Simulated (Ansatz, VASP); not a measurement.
## Two plane-wave programs on CuO

The input INCAR:

```
PREC = Accurate
ENCUT = 520
EDIFF = 1E-7
ISMEAR = -1
SIGMA = 0.05
LREAL = False
LASPH = True
NELM = 100
ALGO = Normal
ISIF = 2
LWAVE = False
LCHARG = True
GGA = PE
LELF = True
LVHAR = True
NBANDS = 16
```

Contents of KPOINTS:

```
regular mesh
0
Gamma
  10 10 10
```

The input POSCAR:

```
CuO
1.0
    0.0000000000      2.3272527300      2.3272527300
    2.3272527300      0.0000000000      2.3272527300
    2.3272527300      2.3272527300      0.0000000000
Cu O
1 1
Direct
    0.0031940000     -0.0004050000      0.0018920000
    0.2405220000      0.2396770000      0.2707110000
```

The input input.yaml:

```yaml
crystal:
  lattice:
    - [0.0, 2.32725273, 2.32725273]
    - [2.32725273, 0.0, 2.32725273]
    - [2.32725273, 2.32725273, 0.0]
  atoms:
    - { symbol: Cu, position: [0.003194, -0.000405, 0.001892] }
    - { symbol: O, position: [0.240522, 0.239677, 0.270711] }
hamiltonian:
  xc: pbe
  pseudopotentials: { kind: paw }
kpoints:
  mp_grid: { grid: [10, 10, 10] }
scf:
  occupations: { method: fermi_dirac, width: 0.05 }
output:
  forces: true
  stress: true
  eigenvalues: true
  write_density: true
  write_potential: true
  elf: true
  volumetric_format: npy
```

Change from the starting cell: atoms moved at random, drawn with an rms of 0.05 Å.

Alike in both runs: task single point; functional PBE; k mesh 10 × 10 × 10; occupations fermi-dirac, width 0.05 eV; no spin polarisation.

```csv
,VASP,Ansatz
version,VASP 6.6.1,Ansatz 0.2.0
potentials or method,"VASP PAW PBE potentials, release 64 (Cu, O)",Ansatz PAW
plane-wave cutoff (eV),520,420
valence electrons in the cell,17,25
```

|  | VASP | Ansatz | Ansatz less VASP |
| --- | --- | --- | --- |
| gap on the k mesh at the Fermi level (eV) | none | none | - |
| pressure (GPa) | -8.9 | -9.4 | -0.46 |
| largest component of the traceless stress (GPa) | 0.65 | 0.53 | -0.123 |
| rms of the force components (eV/Å) | 0.097 | 0.089 | -0.0085 |

Atom by atom the forces differ by 0.009 eV/Å (rms over components). A gap of «none» marks a metal or a gap that the smearing closes. The functional is the same, so the differences come from potentials, cutoffs and numerics. The two sets of potentials don't hold the same shells in valence.

Caveats: an odd number of electrons without spin polarisation forces a metal; a magnetic or distorted state may lie lower; the run has no spin polarisation, though such a crystal can be magnetic; semilocal functionals often make such compounds metallic where correlation or magnetic order opens a gap, which also shifts bond lengths; the pressure holds a Pulay correction of +0.6 GPa for the finite cutoff (Ansatz).
